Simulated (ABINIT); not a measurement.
# ZnO (zincite) (P6_3mc) in ABINIT: further runs

One crystal, ZnO (zincite), is run at these levels: LDA, PBEsol, PBE; tasks: single point.

Everything below comes from runs of ABINIT 10.8.3 (patched build). Logs are shortened: lines on timing, memory, paths and dates and some standing lists are left out, and cuts for length are marked. The log counts tension as positive stress, the text compression.

**What was measured.**

From “Electronic structure of alkaline earth and post-transition metal oxides”, 2009, arxiv:0908.1581, for a bulk crystal of ZnO: band gap 3.37 eV.

The results are compared with them further down.

**1. Starting point**

Symmetry: P6_3mc, No. 186, hexagonal system. The conventional cell has a = 3.249 Å, b = 3.249 Å, c = 5.206 Å, α = 90.00°, β = 90.00°, γ = 120.00°. Zn (site symmetry 3m) is surrounded by 4 O at 1.97 to 1.98 Å. O (site symmetry 3m) is surrounded by 4 Zn at 1.97 to 1.98 Å.

**2. Single point, LDA**

The input, run.abi:

```
# Pseudopotentials
pp_dirpath "./"
pseudos "Zn.upf, O.upf"

# Structure
acell 3*1.0
rprim
     6.1403022146     0.0000000000     0.0000000000
    -3.0701511073     5.3176577047     0.0000000000
     0.0000000000     0.0000000000     9.8373642945
ntypat 2
znucl 30 8
natom 4
typat 1 1 2 2
xred
     0.6666666667     0.3333333333     0.0000000000
     0.3333333333     0.6666666667     0.5000000000
     0.3333333333     0.6666666667     0.8790100000
     0.6666666667     0.3333333333     0.3790100000

# Plane-wave basis
ecut 36.0

# k points
kptopt 1
ngkpt 7 7 4
nshiftk 1
shiftk 0.0 0.0 0.0

# Exchange and correlation
ixc 7

# Bands and occupations
nband 32
occopt 3
tsmear 0.05 eV

# SCF cycle
nstep 100
tolvrs 1.0e-10

# Output
iomode 3
prtwf 0
prtden 0
prteig 0
prtebands 0
```

Potentials or basis: PseudoDojo NC SR LDA v0.4.1 standard.

Run with:

```sh
$ abinit run.abi > log 2>&1
```

run.abo:

```text
.Version 10.8.3 of ABINIT
 Symmetries : space group P6_3 m c (#186); Bravais hP (primitive hexag.)
================================================================================
 Values of the parameters that define the memory need of the present run
     intxc =       0    ionmov =       0      iscf =       7    lmnmax =       6
     lnmax =       6     mgfft =      54  mpssoang =       3    mqgrid =    3001
     natom =       4  nloc_mem =       1    nspden =       1   nspinor =       1
    nsppol =       1      nsym =      12    n1xccc =    2501    ntypat =       2
    occopt =       3   xclevel =       1
       mpw =        3333          nfft =       69984          nkpt =          24
================================================================================
================================================================================

--------------------------------------------------------------------------------
------------- Echo of variables that govern the present computation ------------
--------------------------------------------------------------------------------
 -outvars: echo values of preprocessed input variables --------
            acell      1.0000000000E+00  1.0000000000E+00  1.0000000000E+00 Bohr
              amu      6.53900000E+01  1.59994000E+01
             ecut      3.60000000E+01 Hartree
              ixc           7
         kptrlatt        7    0    0      0    7    0      0    0    4
          kptrlen      3.93494572E+01
            natom           4
            nband          32
            ngfft          36      36      54
             nkpt          24
            nstep         100
             nsym          12
           ntypat           2
           occopt           3
           prtden           0
        prtebands           0
           prteig           0
            prtwf           0
            rprim      6.1403022146E+00  0.0000000000E+00  0.0000000000E+00
                      -3.0701511073E+00  5.3176577047E+00  0.0000000000E+00
                       0.0000000000E+00  0.0000000000E+00  9.8373642945E+00
          spgroup         186
           tolvrs      1.00000000E-10
           tsmear      1.83746611E-03 Hartree
            typat      1  1  2  2
           xangst      1.6246539989E+00  9.3799442360E-01  0.0000000000E+00
                      -1.2714472962E-17  1.8759888472E+00  2.6028544982E+00
                      -1.2714472962E-17  1.8759888472E+00  4.5758702650E+00
                       1.6246539989E+00  9.3799442360E-01  1.9730157668E+00
            xcart      3.0701511073E+00  1.7725525682E+00  0.0000000000E+00
                      -2.4026871733E-17  3.5451051365E+00  4.9186821473E+00
                      -2.4026871733E-17  3.5451051365E+00  8.6471415885E+00
                       3.0701511073E+00  1.7725525682E+00  3.7284594413E+00
             xred      6.6666666667E-01  3.3333333333E-01  0.0000000000E+00
                       3.3333333333E-01  6.6666666667E-01  5.0000000000E-01
                       3.3333333333E-01  6.6666666667E-01  8.7901000000E-01
                       6.6666666667E-01  3.3333333333E-01  3.7901000000E-01
            znucl       30.00000    8.00000

================================================================================

 chkinp: Checking input parameters for consistency.

================================================================================
== DATASET  1 ==================================================================

--- !DatasetInfo
iteration_state: {dtset: 1, }
dimensions: {natom: 4, nkpt: 24, mband: 32, nsppol: 1, nspinor: 1, nspden: 1, mpw: 3333, }
cutoff_energies: {ecut:  36.0, pawecutdg:  -1.0, }
electrons: {nelect:   5.20000000E+01, charge:   0.00000000E+00, occopt:   3.00000000E+00, tsmear:   1.83746611E-03, }
meta: {optdriver: 0, ionmov: 0, optcell: 0, iscf: 7, paral_kgb: 0, }
...

 Exchange-correlation functional for the present dataset will be:
  LDA: Perdew-Wang 92 LSD fit to Ceperley-Alder data - ixc=7
  J.P.Perdew and Y.Wang, PRB 45, 13244 (1992)

 Real(R)+Recip(G) space primitive vectors, cartesian coordinates (Bohr,Bohr^-1):
 R(1)=  6.1403022  0.0000000  0.0000000  G(1)=  0.1628584  0.0940264  0.0000000
 R(2)= -3.0701511  5.3176577  0.0000000  G(2)=  0.0000000  0.1880527  0.0000000
 R(3)=  0.0000000  0.0000000  9.8373643  G(3)=  0.0000000  0.0000000  0.1016532
 Unit cell volume ucvol=  3.2120987E+02 bohr^3
 Angles (23,13,12)=  9.00000000E+01  9.00000000E+01  1.20000000E+02 degrees

 getcut: wavevector=  0.0000  0.0000  0.0000  ngfft=  36  36  54
         ecut(hartree)=     36.000   => boxcut(ratio)=   2.03235

--- Pseudopotential description ------------------------------------------------
- pspini: atom type   1  psp file is ./Zn.upf
12 -1012 2 -1 1296                            pspcod,pspxc,lmax,lloc,mmax
     nproj     2     2     2

- pspini: atom type   2  psp file is ./O.upf
[... 53 lines left out ...]
- [  0.00000000E+00,   0.00000000E+00,   3.43401173E-04, ]
pressure_GPa:  -1.1225E+01
xred      :
- [  6.6667E-01,   3.3333E-01,   0.0000E+00, Zn]
- [  3.3333E-01,   6.6667E-01,   5.0000E-01, Zn]
- [  3.3333E-01,   6.6667E-01,   8.7901E-01,  O]
- [  6.6667E-01,   3.3333E-01,   3.7901E-01,  O]
cartesian_forces: # hartree/bohr
- [ -3.50815986E-28,  -2.02543704E-28,  -1.00446761E-03, ]
- [  3.50815986E-28,   2.02543704E-28,  -1.00446761E-03, ]
- [ -3.50815986E-28,  -2.02543704E-28,   1.00446761E-03, ]
- [  3.50815986E-28,   2.02543704E-28,   1.00446761E-03, ]
force_length_stats: {min:   1.00446761E-03, max:   1.00446761E-03, mean:   1.00446761E-03, }
...

 Integrated electronic density in atomic spheres:
 ------------------------------------------------
 Atom  Sphere_radius  Integrated_density
    1        2.00000         18.16517697
    2        2.00000         18.16517697
    3        2.00000          6.21238109
    4        2.00000          6.21238109
================================================================================

 ----iterations are completed or convergence reached----

 Mean square residual over all n,k,spin=   13.488E-09; max=  49.097E-07
 reduced coordinates (array xred) for    4 atoms
       0.666666666667      0.333333333333      0.000000000000
       0.333333333333      0.666666666667      0.500000000000
       0.333333333333      0.666666666667      0.879010000000
       0.666666666667      0.333333333333      0.379010000000
 rms dE/dt=  5.7050E-03; max dE/dt=  9.8780E-03; dE/dt below (all hartree)
    1       0.000000000000      0.000000000000      0.009878045432
    2      -0.000000000000      0.000000000000      0.009878045432
    3       0.000000000000      0.000000000000     -0.009884582258
    4      -0.000000000000      0.000000000000     -0.009884582258

 cartesian coordinates (angstrom) at end:
    1      1.62465399890959     0.93799442360032     0.00000000000000
    2     -0.00000000000000     1.87598884720064     2.60285449823433
    3     -0.00000000000000     1.87598884720064     4.57587026498591
    4      1.62465399890959     0.93799442360032     1.97301576675159

 cartesian forces (hartree/bohr) at end:
    1     -0.00000000000000    -0.00000000000000    -0.00100446761442
    2      0.00000000000000     0.00000000000000    -0.00100446761442
    3     -0.00000000000000    -0.00000000000000     0.00100446761442
    4      0.00000000000000     0.00000000000000     0.00100446761442
 frms,max,avg= 5.7992965E-04 1.0044676E-03   0.000E+00  0.000E+00  3.322E-07 h/b

 cartesian forces (eV/Angstrom) at end:
    1     -0.00000000000000    -0.00000000000000    -0.05165180148159
    2      0.00000000000000     0.00000000000000    -0.05165180148159
    3     -0.00000000000000    -0.00000000000000     0.05165180148159
    4      0.00000000000000     0.00000000000000     0.05165180148159
 frms,max,avg= 2.9821181E-02 5.1651801E-02   0.000E+00  0.000E+00  1.708E-05 e/A
 length scales=  1.000000000000  1.000000000000  1.000000000000 bohr
              =  0.529177210544  0.529177210544  0.529177210544 angstroms
 Fermi (or HOMO) energy (hartree) =   0.15004   Average Vxc (hartree)=  -0.43485
 Eigenvalues (hartree) for nkpt=  24  k points:
 kpt#   1, nband= 32, wtk=  0.00510, kpt=  0.0000  0.0000  0.0000 (reduced coord)
  -4.37310   -4.37310   -2.70591   -2.70579   -2.70578   -2.70578   -2.70575   -2.70575
  -0.51690   -0.48829   -0.07753   -0.07753   -0.07614   -0.07300   -0.07040   -0.07040
  -0.03581   -0.03581   -0.02789   -0.02789   -0.01733    0.10460    0.10460    0.13189
   0.13445    0.13445    0.16352    0.32309    0.43391    0.60150    0.60150    0.64739
      occupation numbers for kpt#   1
   2.00000    2.00000    2.00000    2.00000    2.00000    2.00000    2.00000    2.00000
   2.00000    2.00000    2.00000    2.00000    2.00000    2.00000    2.00000    2.00000
   2.00000    2.00000    2.00000    2.00000    2.00000    2.00000    2.00000    1.99990
   1.99959    1.99959    0.00130    0.00000    0.00000    0.00000    0.00000    0.00000
 prteigrs : prtvol=0 or 1, do not print more k-points.

--- !EnergyTerms
iteration_state     : {dtset: 1, }
comment             : Components of total free energy in Hartree
kinetic             :  2.06984646517246E+02
hartree             :  1.62619456270203E+02
xc                  : -5.25869066999266E+01
Ewald energy        : -2.53713067356336E+02
psp_core            :  1.06865146522985E+01
local_psp           : -4.23122420214410E+02
non_local_psp       : -1.01783169588965E+02
internal            : -4.50914946419890E+02
'-kT*entropy'       : -2.28753166805359E-07
total_energy        : -4.50914946648643E+02
total_energy_eV     : -1.22700207773421E+04
band_energy         : -5.22801915031600E+01
...

 Cartesian components of stress tensor (hartree/bohr^3)
  sigma(1 1)=  4.00603243E-04  sigma(3 2)=  0.00000000E+00
  sigma(2 2)=  4.00603244E-04  sigma(3 1)=  0.00000000E+00
  sigma(3 3)=  3.43401173E-04  sigma(2 1)=  0.00000000E+00

-Cartesian components of stress tensor (GPa)         [Pressure= -1.1225E+01 GPa]
- sigma(1 1)=  1.17861543E+01  sigma(3 2)=  0.00000000E+00
- sigma(2 2)=  1.17861543E+01  sigma(3 1)=  0.00000000E+00
- sigma(3 3)=  1.01032113E+01  sigma(2 1)=  0.00000000E+00

== END DATASET(S) ==============================================================
================================================================================

 -outvars: echo values of variables after computation  --------
            acell      1.0000000000E+00  1.0000000000E+00  1.0000000000E+00 Bohr
           etotal     -4.5091494665E+02
            fcart     -3.5081598645E-28 -2.0254370422E-28 -1.0044676144E-03
                       3.5081598645E-28  2.0254370422E-28 -1.0044676144E-03
                      -3.5081598645E-28 -2.0254370422E-28  1.0044676144E-03
                       3.5081598645E-28  2.0254370422E-28  1.0044676144E-03
            rprim      6.1403022146E+00  0.0000000000E+00  0.0000000000E+00
                      -3.0701511073E+00  5.3176577047E+00  0.0000000000E+00
                       0.0000000000E+00  0.0000000000E+00  9.8373642945E+00
           strten      4.0060324310E-04  4.0060324383E-04  3.4340117350E-04
                       0.0000000000E+00  0.0000000000E+00  0.0000000000E+00
           xangst      1.6246539989E+00  9.3799442360E-01  0.0000000000E+00
                      -1.2714472962E-17  1.8759888472E+00  2.6028544982E+00
                      -1.2714472962E-17  1.8759888472E+00  4.5758702650E+00
                       1.6246539989E+00  9.3799442360E-01  1.9730157668E+00
             xred      6.6666666667E-01  3.3333333333E-01  0.0000000000E+00
                       3.3333333333E-01  6.6666666667E-01  5.0000000000E-01
                       3.3333333333E-01  6.6666666667E-01  8.7901000000E-01
                       6.6666666667E-01  3.3333333333E-01  3.7901000000E-01
 Calculation completed.
```

Run time: 1.9 min. Hardware: 1 thread of Intel Xeon at 2.70GHz, shared host; peak memory 0.1 GiB.

What came out:

| Quantity | Value |
| --- | --- |
| Free energy | -12270.0208 eV |
| Largest force | 0.052 eV/Å |
| Band gap on the k mesh | 0.79 eV, direct |
| Valence electrons inside the program's atomic spheres | Zn 18.17; O 6.21 |

Forces on the atoms (eV/Å):
```
Zn   0.000  0.000 -0.052
Zn   0.000  0.000 -0.052
O    0.000  0.000  0.052
O    0.000  0.000  0.052
```

Caveat: the cutoff is too short for stress, so the log's stress isn't used.

**3. Single point, PBEsol**

run.abi, as its differences from that of step 2:

```diff
@@ -21,3 +21,3 @@
 # Plane-wave basis
-ecut 36.0
+ecut 38.0
 
@@ -30,3 +30,3 @@
 # Exchange and correlation
-ixc 7
+ixc -116133
 
@@ -35,3 +35,3 @@
 occopt 3
-tsmear 0.05 eV
+tsmear 0.00183747
 
@@ -44,4 +44,8 @@
 prtwf 0
-prtden 0
 prteig 0
 prtebands 0
+prtden 1
+prtvha 1
+prtvclmb 1
+prtpot 1
+prtelf 1
```

Potentials or basis: PseudoDojo NC SR PBEsol v0.4.1 standard.

Run with:

```sh
$ abinit run.abi > log 2>&1
```

It took 94 s on 1 thread of Arm Neoverse V2, shared host; peak memory 0.11 GiB.

Results (log left out):

```yaml
Free_energy: -12268.4332 eV
Pressure: -3.0 GPa
Largest_force: 0.062 eV/Å
Band_gap_on_the_k_mesh: 0.76 eV, direct
Valence_electrons_inside_the_program's_atomic_spheres: Zn 18.17; O 6.23
```

Forces on the atoms (eV/Å):
```
Zn   0.000  0.000 -0.062
Zn   0.000  0.000 -0.062
O    0.000  0.000  0.062
O    0.000  0.000  0.062
```

Stress tensor (GPa, compression positive):
```
-3.50  0.00  0.00
 0.00 -3.50  0.00
 0.00  0.00 -1.90
```

Levels at points of the mesh, in eV from the valence-band top:
```csv
k point,band 22,band 23,band 24,band 25,band 26,band 27,band 28,band 29,band 30,band 31
"(0.00, 0.00, 0.00)",-0.81,-0.81,-0.07,0.00,0.00,0.76,5.18,8.18,12.80,12.80
"(0.00, 0.00, 0.50)",-2.24,-0.40,-0.40,-0.40,-0.40,3.43,3.43,10.04,10.04,13.08
```

**4. Single point, PBEsol**

run.abi, as its differences from that of step 3:

```diff
@@ -1,2 +1 @@
-# Pseudopotentials
 pp_dirpath "./"
@@ -4,3 +3,2 @@
 
-# Structure
 acell 3*1.0
@@ -20,6 +18,4 @@
 
-# Plane-wave basis
 ecut 38.0
 
-# k points
 kptopt 1
@@ -29,6 +25,4 @@
 
-# Exchange and correlation
 ixc -116133
 
-# Bands and occupations
 nband 32
@@ -37,3 +31,2 @@
 
-# SCF cycle
 nstep 100
@@ -41,11 +34,7 @@
 
-# Output
 iomode 3
 prtwf 0
+prtden 0
 prteig 0
 prtebands 0
-prtden 1
-prtvha 1
-prtvclmb 1
-prtpot 1
-prtelf 1
+prtvol 2
```

Run with:

```sh
$ abinit run.abi > log 2>&1
```

Wall time 2 min (1 thread of Arm Neoverse V1, shared host); peak memory 0.11 GiB.

The run converged. Its results:

```
Free energy                                           : -12268.4332 eV
Pressure                                              : -3.0 GPa
Largest force                                         : 0.062 eV/Å
Band gap on the k mesh                                : 0.76 eV, direct
Valence electrons inside the program's atomic spheres : Zn 18.17; O 6.23
```

Forces in eV/Å, atoms in the order of the input:
```
Zn   0.000  0.000 -0.062
Zn   0.000  0.000 -0.062
O    0.000  0.000  0.062
O    0.000  0.000  0.062
```

Stress tensor (GPa, compression positive):
```
-3.50  0.00  0.00
 0.00 -3.50  0.00
 0.00  0.00 -1.90
```

Levels at points of the mesh, in eV from the valence-band top:
| k point | band 24 | band 25 | band 26 | band 27 | band 28 | band 29 |
| --- | --- | --- | --- | --- | --- | --- |
| (0.00, 0.00, 0.00) | -0.07 | 0.00 | 0.00 | 0.76 | 5.18 | 8.18 |
| (0.00, 0.00, 0.50) | -0.40 | -0.40 | -0.40 | 3.43 | 3.43 | 10.04 |

**5. Single point, PBEsol**

The input, run.abi:

```
pp_dirpath "./"
pseudos "Zn.upf, O.upf"

acell 3.249308 3.249308 5.205709 Angstrom
rprim
     1.0000000000     0.0000000000     0.0000000000
    -0.5000000000     0.8660254038     0.0000000000
     0.0000000000     0.0000000000     1.0000000000
ntypat 2
znucl 30 8
natom 4
typat 1 1 2 2
xcart
     3.0701511076     1.7725525680     0.0000000000
    -0.0000000003     3.5451051366     4.9186821472
    -0.0000000003     3.5451051366     8.6471415885
     3.0701511076     1.7725525680     3.7284594413

ecut 38.0

kptopt 1
ngkpt 7 7 4
nshiftk 1
shiftk 0.0 0.0 0.0

ixc -116133

nband 32
occopt 3
tsmear 0.05 eV

nstep 100
tolvrs 1.0e-10

iomode 3
prtwf 0
prteig 0
prtebands 0
enunit 1
prtden 1
prtvha 1
prtvclmb 1
prtpot 1
prtelf 1
```

Potentials or basis: PseudoDojo NC SR PBEsol v0.4.1 standard.

Run with:

```sh
$ mpirun --bind-to none -np 4 abinit run.abi > log 2>&1
```

run.abo:

```text
.Version 10.8.3 of ABINIT
 Symmetries : space group P6_3 m c (#186); Bravais hP (primitive hexag.)
================================================================================
 Values of the parameters that define the memory need of the present run
     intxc =       0    ionmov =       0      iscf =       7    lmnmax =       6
     lnmax =       6     mgfft =      60  mpssoang =       3    mqgrid =    3001
     natom =       4  nloc_mem =       1    nspden =       1   nspinor =       1
    nsppol =       1      nsym =      12    n1xccc =    2501    ntypat =       2
    occopt =       3   xclevel =       2
       mpw =        3626          nfft =       77760          nkpt =          24
================================================================================
================================================================================

--------------------------------------------------------------------------------
------------- Echo of variables that govern the present computation ------------
[... 242 lines left out ...]
            acell      6.1403022187E+00  6.1403022187E+00  9.8373643012E+00 Bohr
           etotal     -4.5085660385E+02
            fcart     -1.6165600645E-24  2.5925594121E-24 -1.2044103750E-03
                       5.3885335483E-25 -3.1110712946E-25 -1.2044103750E-03
                       5.3885335483E-25 -1.1423464910E-24  1.2044103750E-03
                       5.3885335483E-25 -1.1391057917E-24  1.2044103750E-03
            rprim      1.0000000000E+00  0.0000000000E+00  0.0000000000E+00
                      -5.0000000000E-01  8.6602540380E-01  0.0000000000E+00
                       0.0000000000E+00  0.0000000000E+00  1.0000000000E+00
           strten      1.1913006622E-04  1.1913006503E-04  6.4466492467E-05
                       0.0000000000E+00  0.0000000000E+00  0.0000000000E+00
           xangst      1.6246539995E+00  9.3799442325E-01 -1.7921310110E-09
                      -5.4520659790E-10  1.8759888475E+00  2.6028544982E+00
                      -5.4520659790E-10  1.8759888475E+00  4.5758702650E+00
                       1.6246539995E+00  9.3799442325E-01  1.9730157650E+00
             xred      6.6666666632E-01  3.3333333297E-01 -3.4426261841E-10
                       3.3333333299E-01  6.6666666631E-01  4.9999999966E-01
                       3.3333333299E-01  6.6666666631E-01  8.7900999940E-01
                       6.6666666632E-01  3.3333333297E-01  3.7900999940E-01
 Calculation completed.
```

It took 33 s on 4 MPI ranks of Arm Neoverse V1, shared host; peak memory 0.32 GiB.

Results:

```yaml
Free_energy: -12268.4332 eV
Pressure: -3.0 GPa
Largest_force: 0.062 eV/Å
Band_gap_on_the_k_mesh: 0.76 eV, direct
Valence_electrons_inside_the_program's_atomic_spheres: Zn 18.17; O 6.23
```

Forces in eV/Å, atoms in the order of the input:
```
Zn   0.000  0.000 -0.062
Zn   0.000  0.000 -0.062
O    0.000  0.000  0.062
O    0.000  0.000  0.062
```

Levels at points of the mesh, in eV from the valence-band top:
```tsv
k point	band 22	band 23	band 24	band 25	band 26	band 27	band 28	band 29	band 30	band 31
(0.00, 0.00, 0.00)	-0.81	-0.81	-0.07	0.00	0.00	0.76	5.18	8.18	12.80	12.80
(0.00, 0.00, 0.50)	-2.24	-0.40	-0.40	-0.40	-0.40	3.43	3.43	10.04	10.04	13.08
```

[end of part 1 of 2]
